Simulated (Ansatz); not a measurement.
# Is BP (F-43m) stable when the ions move?, part 3 of 3

How do the phonons of BP change with temperature at fixed cell?

Ansatz 0.2.0; DFT PBE, scalar-relativistic, plane waves, PAW; PAW set soft_1.

So far. Step 2 (A first coarse run): The start is under 1.2 GPa at this level and looks like an insulator or semiconductor on this mesh. Step 4 (Relaxing to small residual forces and stress): The residual pressure is 0.0079 GPa, small enough for phonons. The relaxed cell has a = 4.548 Å (conventional setting).

### Step 5. Sampling the crystal at temperature (continued)

800 K; each column in its own order of rank; one wavevector of each set of like ones; translations left out; no LO-TO term. Modes at 800K, by row:

| q1 | q2 | q3 | rank | harmonic (cm⁻¹) | gaussian (cm⁻¹) | gaussian error (cm⁻¹) | hessian (cm⁻¹) | hessian error (cm⁻¹) | path integral (cm⁻¹) | path integral error (cm⁻¹) |
| --- | --- | --- | --- | --- | --- | --- | --- | --- | --- | --- |
| 0 | 0 | 0 | 1 | 801.6 | 797.4 | 0.4 | 780.5 | 1.3 | 781.7 | 2.5 |
| 0 | 0 | 0 | 2 | 801.6 | 797.4 | 0.4 | 780.5 | 1.3 | 781.7 | 2.5 |
| 0 | 0 | 0 | 3 | 801.6 | 797.4 | 0.4 | 780.5 | 1.3 | 781.7 | 2.5 |
| 0 | 0 | 0.3333 | 1 | 204.9 | 199.9 | 0.1 | 199.5 | 0.1 | 199.4 | 0.2 |
| 0 | 0 | 0.3333 | 2 | 204.9 | 199.9 | 0.1 | 199.5 | 0.1 | 199.4 | 0.2 |
| 0 | 0 | 0.3333 | 3 | 427.4 | 427.4 | 0.3 | 422.7 | 0.3 | 422.3 | 0.4 |
| 0 | 0 | 0.3333 | 4 | 764.2 | 762.9 | 0.2 | 746 | 0.2 | 745 | 1 |
| 0 | 0 | 0.3333 | 5 | 764.2 | 762.9 | 0.2 | 746 | 0.2 | 745 | 1 |
| 0 | 0 | 0.3333 | 6 | 773.6 | 769.7 | 0.3 | 756 | 0.8 | 755.6 | 1.5 |
| 0 | 0.3333 | 0.3333 | 1 | 280.3 | 274.3 | 0.2 | 273.4 | 0.2 | 273.2 | 0.2 |
| 0 | 0.3333 | 0.3333 | 2 | 280.3 | 274.3 | 0.2 | 273.4 | 0.2 | 273.2 | 0.2 |
| 0 | 0.3333 | 0.3333 | 3 | 447.3 | 444.9 | 0.3 | 440.9 | 0.4 | 440.7 | 0.5 |
| 0 | 0.3333 | 0.3333 | 4 | 719.9 | 721.2 | 0.4 | 704 | 0.4 | 702.5 | 1.1 |
| 0 | 0.3333 | 0.3333 | 5 | 719.9 | 721.2 | 0.4 | 704 | 0.4 | 702.5 | 1.1 |
| 0 | 0.3333 | 0.3333 | 6 | 793.9 | 790.1 | 0.3 | 776.8 | 0.5 | 776.6 | 1.3 |
| 0 | 0.3333 | 0.6667 | 1 | 294.5 | 287.2 | 0.2 | 286.6 | 0.2 | 286.4 | 0.2 |
| 0 | 0.3333 | 0.6667 | 2 | 421.6 | 413.7 | 0.3 | 412.6 | 0.3 | 412.3 | 0.3 |
| 0 | 0.3333 | 0.6667 | 3 | 441.6 | 441.6 | 0.3 | 435.3 | 0.4 | 434.7 | 0.3 |
| 0 | 0.3333 | 0.6667 | 4 | 671.7 | 673.5 | 0.4 | 658.6 | 0.4 | 658.1 | 1.1 |
| 0 | 0.3333 | 0.6667 | 5 | 713.7 | 715.9 | 0.3 | 698.5 | 0.3 | 697.3 | 1 |
| 0 | 0.3333 | 0.6667 | 6 | 778.4 | 776.1 | 0.2 | 761.5 | 0.3 | 760 | 0.8 |

By temperature, by row:

| T (K) | verdict | pressure (GPa) | error (GPa) | vibrational free energy (eV/cell) | entropy (J/mol-cell/K) | free energy beyond the Gaussian (eV/cell) | mean-square displacement of the first B, sum over three axes, rings (Å²) | rings doubtful |
| --- | --- | --- | --- | --- | --- | --- | --- | --- |
| 50 | stable | 1.509 | 0.0061 | 0.1993 | 0.12 | -2.24e-4 | 0.007861 | false |
| 200 | stable | 1.539 | 0.0062 | 0.1931 | 9.784 | -2.52e-4 | 0.008883 | false |
| 400 | stable | 1.794 | 0.0038 | 0.1532 | 28.61 | -5.38e-4 | 0.01209 | false |
| 800 | stable | 2.689 | 0.011 | -0.02887 | 57.05 | -0.00203 | 0.02096 | false |

The lowest frequency on the supercell's wavevectors (translations apart) by temperature:

| temperature (K) | harmonic (cm⁻¹) | gaussian (cm⁻¹) | hessian (cm⁻¹) | path integral (cm⁻¹) |
| --- | --- | --- | --- | --- |
| 50 | 205 | 202 | 202 | 202 |
| 200 | 205 | 202 | 202 | 202 |
| 400 | 205 | 202 | 202 | 202 |
| 800 | 205 | 200 | 200 | 199 |

Free-energy Hessian at 800 K, interpolated by phonopy, no LO-TO term. The phonon branches at the labelled points (cm⁻¹):

| point | branch 1 | branch 2 | branch 3 | branch 4 | branch 5 | branch 6 |
| --- | --- | --- | --- | --- | --- | --- |
| Γ | 0 | 0 | 0 | 780 | 780 | 780 |
| halfway | 231 | 231 | 358 | 732 | 732 | 783 |
| X | 302 | 302 | 514 | 674 | 674 | 763 |
| halfway | 301 | 332 | 500 | 669 | 677 | 762 |
| U | 295 | 390 | 464 | 657 | 688 | 761 |
| jump to K | 295 | 390 | 464 | 657 | 688 | 761 |
| halfway | 205 | 262 | 364 | 737 | 747 | 765 |
| Γ | 0 | 0 | 0 | 780 | 780 | 780 |
| halfway | 170 | 170 | 343 | 757 | 757 | 768 |
| L | 218 | 218 | 495 | 736 | 736 | 738 |
| halfway | 274 | 338 | 468 | 680 | 712 | 758 |
| W | 343 | 391 | 440 | 663 | 678 | 756 |
| halfway | 323 | 336 | 487 | 669 | 676 | 760 |
| X | 302 | 302 | 514 | 674 | 674 | 763 |

The phonon branches as a text plot (rows in cm⁻¹):

```
    768 |**************************************      ************
    736 |     **              ***            *********
    703 |       ***       ******                    *****
    670 |          ***********                        ***********
    637 |
    605 |
    572 |
    539 |
    507 |          ******                        ***          ***
    474 |         *      **                     *   ***     **
    441 |                  ***                 *       *****
    409 |       **         *  **             **          *
    376 |                ** **  *                      ** ***
    343 |     **       **                   *         *  *****
    311 |          ********   ** **                  * **    ****
    278 |    *  ***        ***  *          *          *
    245 |     **              **                  ****
    212 |                       *****          *****
    180 |  ***                           ** ***
    147 |                        ****      *
    114 | ***                      ***
     82 | *                          *  ***
     49 |                            *  *
     16 |*                            **
         Γ           X  U|K            Γ         L        W     X
```

The lowest frequency on the supercell's wavevectors (translations apart) is 205 cm⁻¹ at 200 K (harmonic); 202 cm⁻¹ at 200 K (gaussian); 202 cm⁻¹ at 200 K (hessian). The highest branch reaches 785 cm⁻¹ on this path, between Γ and X.

### Step 6. Summary of results

| Quantity | Value |
| --- | --- |
| 50 K | stable; softest mode 202 cm⁻¹ (harmonic 205); pressure 1.51 GPa |
| 200 K | stable; softest mode 202 cm⁻¹ (harmonic 205); pressure 1.54 GPa |
| 400 K | stable; softest mode 202 cm⁻¹ (harmonic 205); pressure 1.79 GPa |
| 800 K | stable; softest mode 200 cm⁻¹ (harmonic 205); pressure 2.69 GPa |

What this shows: At fixed cell BP is judged stable at 50 K, stable at 200 K, stable at 400 K and stable at 800 K. The crystal is harmonically stable on these wavevectors; at fixed cell its lowest frequency is 205 cm⁻¹ in the harmonic picture and 200 cm⁻¹ from the free energy at 800 K. At 800 K the largest relative shift among harmonically stable modes above 20 cm⁻¹ that exceeds three times its error is at q = (0, 0.3333, 0.6667): 294 cm⁻¹ becomes 287 ± 0.2 cm⁻¹, matching modes by rank. The pressure column includes 0.14 GPa of the lattice at rest on the supercell's coarser k-mesh; in the Gaussian the ions' motion adds +2.55 GPa at 800 K, from the supercell's own modes alone. The cell is held fixed, the 54-atom supercell samples only its own wavevectors, and LO–TO splitting and linewidths are not included; the verdicts are statistical.

[Logs are printed without paths, hosts, clocks, repeated set-up lines and the standing remarks that a program may print on its own settings, such as how far it seeks lower states.]

[Hosts, paths, dates, database ids (printed as entryN), source tags and the programs' standing remarks are cut or masked in the printed files.]

[A step with changed settings may run another functional than the one named; its input shows which.]
